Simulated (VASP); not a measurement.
Level of theory: SCAN meta-GGA, VASP's PBE PAW potentials (set 64) (plane waves; VASP).

A VASP calculation is set up with these files.

KPOINTS:
```
Automatic mesh
0
Gamma
8 8 8
0 0 0
```

### INCAR
```
LREAL=.FALSE.   ! projection in real space or not
ENCUT=520   ! plane-wave cut-off (eV)
EDIFF=1E-7
LWAVE=.FALSE.
ISIF=2   ! forces and stress, cell fixed
NELM=100
SYSTEM=ZnTe
LMIXTAU=.TRUE.
PREC=Accurate
ALGO=Normal
METAGGA=SCAN
ISMEAR=0   ! Gaussian
LCHARG=.FALSE.
SIGMA=0.05
LMAXMIX=4   ! l cut-off of mixed one-centre charges
LASPH=.TRUE.   ! aspherical one-centre terms
```

POSCAR:
```
ZnTe
3.1022140
  0.0000000000   1.0000000539   1.0000000539
  1.0000000539   0.0000000000   1.0000000539
  1.0000000539   1.0000000539   0.0000000000
Zn Te
1 1
direct
  0.0000000000   0.0000000000   0.0000000000
  0.2500000000   0.2500000000   0.2500000000
```

POTCAR, in this order: Zn Te (PBE.64 set). Program: vasp_std.

The run wrote:

OUTCAR:
```
 ion  position               nearest neighbor table
   1  0.000  0.000  0.000-   2 2.69   2 2.69   2 2.69   2 2.69
   2  0.250  0.250  0.250-   1 2.69   1 2.69   1 2.69   1 2.69
  LATTYP: Found a face centered cubic cell.
 ALAT       =     6.2044283344
 Subroutine PRICEL returns:
 Original cell was already a primitive cell.
 Subroutine GETGRP returns: Found 24 space group operations
The static configuration has the point symmetry T_d .
The dynamic configuration has the point symmetry T_d .
 Subroutine INISYM returns: Found 24 space group operations
 Subroutine IBZKPT returns following result:
 Found     29 irreducible k-points:

 Following reciprocal coordinates:
            Coordinates               Weight
  0.000000  0.000000  0.000000      1.000000
  0.125000  0.000000  0.000000      8.000000
  0.250000  0.000000  0.000000      8.000000
  0.375000  0.000000  0.000000      8.000000
  0.500000  0.000000  0.000000      4.000000
  0.125000  0.125000  0.000000      6.000000
  0.250000  0.125000  0.000000     24.000000
  0.375000  0.125000  0.000000     24.000000
  0.500000  0.125000  0.000000     24.000000
 -0.375000  0.125000  0.000000     24.000000
 -0.250000  0.125000  0.000000     24.000000
 -0.125000  0.125000  0.000000     12.000000
  0.250000  0.250000  0.000000      6.000000
  0.375000  0.250000  0.000000     24.000000
  0.500000  0.250000  0.000000     24.000000
 -0.375000  0.250000  0.000000     24.000000
 -0.250000  0.250000  0.000000     12.000000
  0.375000  0.375000  0.000000      6.000000
  0.500000  0.375000  0.000000     24.000000
 -0.375000  0.375000  0.000000     12.000000
  0.500000  0.500000  0.000000      3.000000
  0.375000  0.250000  0.125000     24.000000
  0.500000  0.250000  0.125000     48.000000
 -0.375000  0.250000  0.125000     24.000000
...
```

**OSZICAR**
```
       N       E                     dE             d eps       ncg     rms          rms(c)
DAV:   1     0.328069053183E+02    0.32807E+02   -0.86297E+03   754   0.146E+03
DAV:   2    -0.493387834388E+02   -0.82146E+02   -0.79023E+02   804   0.265E+02
DAV:   3    -0.540767372527E+02   -0.47380E+01   -0.47174E+01   944   0.635E+01
DAV:   4    -0.541471006726E+02   -0.70363E-01   -0.70352E-01   928   0.768E+00
DAV:   5    -0.541483036229E+02   -0.12030E-02   -0.12029E-02   914   0.794E-01    0.425E+00
DAV:   6    -0.516492099585E+02    0.24991E+01   -0.13140E+00   859   0.293E+01    0.400E+00
DAV:   7    -0.515497536343E+02    0.99456E-01   -0.43703E-01   754   0.116E+01    0.192E+00
DAV:   8    -0.516643805740E+02   -0.11463E+00   -0.20021E-01   764   0.462E+00    0.492E-01
DAV:   9    -0.516606913612E+02    0.36892E-02   -0.81203E-02   764   0.389E+00    0.465E-01
DAV:  10    -0.516648409215E+02   -0.41496E-02   -0.11112E-02   764   0.155E+00    0.136E-01
DAV:  11    -0.516724771538E+02   -0.76362E-02   -0.30819E-02   769   0.265E+00    0.598E-02
DAV:  12    -0.516739491407E+02   -0.14720E-02   -0.45232E-03   784   0.100E+00    0.257E-02
DAV:  13    -0.516751706315E+02   -0.12215E-02   -0.29504E-03   769   0.804E-01    0.184E-02
DAV:  14    -0.516752234768E+02   -0.52845E-04   -0.35773E-04   824   0.284E-01    0.832E-03
DAV:  15    -0.516752882585E+02   -0.64782E-04   -0.50817E-05   764   0.105E-01    0.766E-03
DAV:  16    -0.516752991791E+02   -0.10921E-04   -0.18649E-04   774   0.201E-01    0.909E-03
DAV:  17    -0.516753005601E+02   -0.13810E-05   -0.44901E-06   854   0.303E-02    0.404E-03
DAV:  18    -0.516753003854E+02    0.17469E-06   -0.16989E-05   774   0.640E-02    0.362E-03
DAV:  19    -0.516753064232E+02   -0.60378E-05   -0.16471E-06   839   0.159E-02    0.392E-03
DAV:  20    -0.516753046683E+02    0.17548E-05   -0.58621E-07   764   0.106E-02    0.334E-03
DAV:  21    -0.516753052837E+02   -0.61541E-06   -0.61607E-08   552   0.264E-03    0.247E-03
DAV:  22    -0.516753037846E+02    0.14991E-05   -0.38222E-07   774   0.857E-03    0.833E-04
DAV:  23    -0.516753039367E+02   -0.15208E-06   -0.19048E-07   670   0.694E-03    0.151E-03
DAV:  24    -0.516753040206E+02   -0.83916E-07   -0.13948E-08   407   0.227E-03
   1 F= -.51675304E+02 E0= -.51675304E+02  d E =-.123838E-12
```

OUTCAR:
```
------------------------ aborting loop because EDIFF is reached ----------------------------------------
  FORCE on cell =-STRESS in cart. coord.  units (eV):
  Direction    XX          YY          ZZ          XY          YZ          ZX
  --------------------------------------------------------------------------------------
  Total       -1.0193207     -1.0193207     -1.0193207      0.0000000      0.0000000      0.0000000
  in kB      -27.3511831    -27.3511831    -27.3511831      0.0000000      0.0000000      0.0000000
  external PRESSURE =     -27.3511831 kB  Pullay stress =       0.0000000 kB
  volume of cell :       59.71
      direct lattice vectors                 reciprocal lattice vectors
     0.000000000  3.102214167  3.102214167    -0.161175204  0.161175204  0.161175204
     3.102214167  0.000000000  3.102214167     0.161175204 -0.161175204  0.161175204
     3.102214167  3.102214167  0.000000000     0.161175204  0.161175204 -0.161175204
 POSITION                                       TOTAL-FORCE (eV/Angst)
 -----------------------------------------------------------------------------------
      0.00000      0.00000      0.00000        -0.000000     -0.000000      0.000000
      1.55111      1.55111      1.55111         0.000000      0.000000     -0.000000
 -----------------------------------------------------------------------------------
    total drift:                                0.000000      0.000000      0.000000
  FREE ENERGIE OF THE ION-ELECTRON SYSTEM (eV)
  ---------------------------------------------------
  free  energy   TOTEN  =       -51.6753040206 eV

  energy  without entropy=      -51.6753040206  energy(sigma->0) =      -51.67530402
```
(Selected blocks of OUTCAR.)

The compound is ZnTe in the zinc blende structure. This cell is one point of a volume scan, at 1.06 of the reference volume.
